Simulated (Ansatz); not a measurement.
Results of r²SCAN (Ansatz, a first-principles code, plane waves, PAW) for spinel MgAl₂O₄.

Run with plane-wave cutoff 560 eV, 8×8×8 k mesh, Fermi–Dirac smearing 0.01 eV, scalar-relativistic PAW data made under PBE.

Properties against volume:

Shape and atoms are relaxed at each volume.

```tsv
V (Å³/atom)	P (GPa)	direct gap at Γ (eV)	smallest gap on the k mesh (eV)
9.056	8.90	6.625	6.613
9.245	4.23	6.414	6.401
9.433	0.01	6.211	6.197
9.622	-3.81	6.015	6.001
9.811	-7.27	5.825	5.811
```

A straight line through the gaps at Γ against ln V gives a volume deformation potential dE_g(Γ)/d ln V of -10.0 eV: the gap at Γ widens under compression.

Measured, for comparison: band gap 7.8 eV (temperature not stated, not corrected to a static lattice; as tabulated in Neo et al. (2023), doi:10.1002/gch2.202200236).

Note: the bulk modulus comes from volumes at which shape and atoms were relaxed.
